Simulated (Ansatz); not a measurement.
# BP (F-43m): zero-pressure volume and bulk modulus with BLYP

One table from this session's results is given with a row withheld; the runs are named, their logs left out.

Program: Ansatz 0.2.0. Level of theory: DFT BLYP, scalar-relativistic, plane waves, PAW. These are calculated values, not measurements.

1 further run of the same task is left out (set aside as unsound or not needed). Runs told in other sessions of the task aren't counted.

## The structure to begin with

Symmetry: F-43m, No. 216, cubic system. The conventional cell has a = 4.538 Å, b = 4.538 Å, c = 4.538 Å, α = 90.00°, β = 90.00°, γ = 90.00°. Around B (site symmetry -43m) lie 4 P at 1.97 Å. P (site symmetry -43m) is surrounded by 4 B at 1.97 Å.

As a file:

```cif
data_structure
_symmetry_space_group_name_H-M 'P 1'
_symmetry_Int_Tables_number 1
_cell_length_a 3.2089
_cell_length_b 3.2089
_cell_length_c 3.2089
_cell_angle_alpha 60.000
_cell_angle_beta 60.000
_cell_angle_gamma 60.000
_cell_volume 23.36
loop_
_atom_site_label
_atom_site_type_symbol
_atom_site_fract_x
_atom_site_fract_y
_atom_site_fract_z
_atom_site_occupancy
B1 B 0.00000 0.00000 0.00000 1
P1 P 0.75000 0.75000 0.75000 1
```

An earlier run on this cell at PBE gave 1.15 GPa at 11.682 Å³/atom (8×8×8 mesh), mesh gap 1.27 eV.

The first run:

Input file input.yaml:

```yaml
crystal:
  lattice:
    - [0.0, 2.2690012231, 2.2690012231]
    - [2.2690012231, 0.0, 2.2690012231]
    - [2.2690012231, 2.2690012231, 0.0]
  atoms:
    - { symbol: B, position: [0.0, 0.0, 0.0] }
    - { symbol: P, position: [0.75, 0.75, 0.75] }
basis:
  ecutwfc: 420
  ecutrho_ratio: 4
kpoints:
  mp_grid: { grid: [8, 8, 8] }
hamiltonian:
  xc: blyp
scf:
  occupations: { method: gaussian, width: 0.05 }
output:
  forces: true
  stress: true
  eigenvalues: true
```

Command:

```bash
$ ansatz run input.yaml --threads 4 --pin off --max-ram 8192MiB --backend cpu --events-out ev --progress --plain --runs-dir out
```

Steps of the session up to this table: At the given cell; Stepping to 12.153 Å³/atom; Stepping to 12.133 Å³/atom; Volume × 0.98 of the new zero; Volume × 1.02 of the new zero; Volume × 0.96 of the new zero; Volume × 1.04 of the new zero.

One of the session's tables, all rows but one given; the rest of the session is left out.

It belongs to the step «Energy and pressure against volume». 

```
volume (Å³/atom)  energy (meV/atom)  pressure (GPa)
          11.648               9.61            6.56
          11.890                  ?               ?
          12.133               0.00            0.00
          12.376               2.17           -2.82
          12.618               8.43           -5.38
```

**Question.** Estimate the row for volume (Å³/atom) = 11.890.

Worked estimate for «energy (meV/atom)». A straight line through the neighbours (11.648, 9.61) and (12.133, 0.00) gives 9.61 + (0.00 − 9.61) × (11.890 − 11.648) / (12.133 − 11.648) = 4.81; a parabola fitted to 3 rows on both sides gives 2.49.

**Answer.** energy (meV/atom): 2.33; pressure (GPa): 3.12. In «energy (meV/atom)» the line misses by +2.48 and the parabola by +0.16.
